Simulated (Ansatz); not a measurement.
**BN (Fmm2), a vibration from a frozen displacement**

Method: Ansatz, DFT PBE+D3(BJ), scalar-relativistic, plane waves, PAW. The runs took a 420 eV cutoff, a Γ-centred 12×12×12 mesh and Gaussian smearing (0.05 eV). No spin polarisation. Energies are free energies at this smearing, counted from the undisturbed cell; pressure is positive in compression.

The starting cell (relaxed at this level; this form isn't the usual structure):

```
B N
1.0
     0.00000    3.33948    2.16883
     1.25384    0.00000    2.16883
     1.25384    3.33948    0.00000
B N
1 1
Cartesian
  1.2538 3.3395 0.0005
  1.2538 3.3395 2.8915
```

Every N atom is moved by x along the Cartesian unit vector (0.000, 0.000, 1.000); the cell and all other atoms stay fixed. The cell's volume is 18.16 Å³; the moved atoms weigh 14.007 u together and the others 10.810 u.

```csv
x (Å),ΔE (meV/cell),total force on the moved atoms along the move (eV/Å),pressure (GPa)
-0.2000,655.46,5.6766,11.8410
-0.1500,393.00,4.7611,7.0835
-0.1000,185.19,3.4953,3.3291
-0.0500,48.90,1.9039,0.8645
0.0000,0.00,-0.0001,-0.0137
0.0500,54.25,-2.2260,1.0050
0.1000,228.65,-4.8168,4.2517
0.1500,543.49,-7.8630,10.0880
0.1750,761.46,-9.6024,14.1016
0.2000,1025.08,-11.5196,18.9182
```

Q: What frequency belongs to this motion?

A: The force constant is k = −dF/dx = 41.299 eV/Å², from the parabola through x = -0.0500, 0 and 0.0500. In every cell the moved atoms swing against the rest, so the mass is μ = m₁m₂/(m₁ + m₂) = 6.101 u, and ν̃ = 521.5 cm⁻¹ × √(|k|/μ) = 1357 cm⁻¹. To first order in x, and within 1 %, the force on every atom lies along the move and, within each of the two groups, in proportion to the atom's mass, so this is itself a mode at the zone centre of this cell, taken without macroscopic field (the transverse frequency in a polar insulator).

Q: How far does the harmonic law reach?

A: At x = -0.200 Å, kx²/2 = 825.98 meV against the computed 655.46 meV (-20.6 %): the well softens in this direction at large amplitude.

Cost: 10 runs of about 0.89 core-minutes in all, on Intel Xeon Platinum 8259CL (Skylake/Cascade Lake) (shared hosts).

The coordinates describe flat honeycomb sheets like those of hexagonal BN in a different stacking, and the displacement is an in-plane stretch of B against N. The 1357 cm⁻¹ is therefore high for the usual reason: stiff, partly ionic sp² σ bonds between light atoms. It lies close to the known in-plane mode of hexagonal BN, which suggests that stacking matters little for this motion.

The well is lopsided rather than generally soft. Positive x drives N head-on into one B neighbour, and the energy climbs to 1025.08 meV at the largest displacement. Negative x stretches that bond and closes the other two only obliquely, costing 655.46 meV. Short-range repulsion grows faster than the restoring pull of a stretched bond, hence the strong cubic term. The pressure rises for either sign of x, so the vibration favours expansion of the cell and should stiffen under compression. A real frequency here says nothing about whether this stacking resists sliding of the layers, which depends on much weaker forces.
